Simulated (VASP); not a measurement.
Cu: relaxation of cell and atoms with LDA

Crystal: Cu.

```xyz
1
Lattice="0.0000 1.7624 1.7624 1.7624 0.0000 1.7624 1.7624 1.7624 0.0000" Properties=species:S:1:pos:R:3 pbc="T T T"
Cu    0.0000    0.0000    0.0000
```

```json
{
  "Program": "VASP 6.6.1",
  "Task": "relaxation of cell and atoms",
  "Functional": "LDA",
  "Potentials or basis": "VASP PAW LDA potentials, release 64 (Cu)",
  "Cutoff": "600 eV",
  "k mesh": "18 × 18 × 18",
  "Occupations": "methfessel-paxton, width 0.1 eV",
  "Spin": "no spin polarisation",
  "Further INCAR settings": "ALGO = Normal; EDIFF = 1e-07; IBRION = 2; EDIFFG = -0.005; NSW = 90; ISIF = 3"
}
```

```
Pressure after relaxing : 0.0 GPa
Band gap on the k mesh  : none (metal or under the smearing width)
```

Final structure:
```
CELL_PARAMETERS angstrom
0.00000 1.76240 1.76240
1.76240 0.00000 1.76240
1.76240 1.76240 0.00000
ATOMIC_POSITIONS crystal
Cu 0.00000 0.00000 0.00000
```

Levels at points of the mesh, in eV from the Fermi level:
```
           k point  band 4  band 5  band 6  band 7  band 8  band 9
(0.00, 0.00, 0.00)   -3.27   -2.33   -2.33   23.31   26.39   26.39
(0.50, 0.00, 0.00)   -1.69   -1.69   -1.17    4.16   21.80   23.15
(0.50, 0.50, 0.00)   -1.54   -1.54    1.47    7.70   13.64   13.64
```

Wall time 23 s on 1 thread of Intel(R) Xeon(R) Platinum 8375C CPU @ 2.90GHz (Ice Lake), with other jobs on the host, peak memory 0.13 GiB.

Caveat: the relaxation stopped at its first step, so nothing moved.
